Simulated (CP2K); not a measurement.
Crystal: Fe.

```xyz
1
Lattice="2.4993 0.0000 0.0000 -0.8331 2.3564 0.0000 -0.8331 -1.1782 2.0407" Properties=species:S:1:pos:R:3 pbc="T T T"
Fe    0.0000    0.0000    0.0000
```

Base run:

| Property | Result |
| --- | --- |
| Program | CP2K 2026.2 |
| Functional | PBE |
| Potentials or basis | POTENTIAL_UZH Fe GTH-PBE-q16; TZVP-MOLOPT-PBE-GTH basis |
| Density cutoff | 6803 eV |
| k mesh | 13 × 13 × 13 |
| Occupations | fermi-dirac, width 0.05 eV |
| Spin | collinear spin, ferromagnetic start |
| Starting moments | [3.0] μB |

Its results: band gap on the k mesh none (metal or under the smearing width); pressure -3.4 GPa; net moment 2.49 μB per cell; site moments Fe +2.49 μB.

Question: The run is repeated on the same cell with these changes: occupations from fermi-dirac, width 0.05 eV to gaussian, width 0.028 eV; ngrids from 4 to 5. What comes out?

Answer: Band gap on the k mesh none (metal or under the smearing width); pressure -2.4 GPa; net moment 2.53 μB per cell; site moments Fe +2.53 μB.

Caveats: the basis of atomic orbitals isn't converged, which shifts pressures, moduli and gaps.

Not every run made on this cell is shown here.
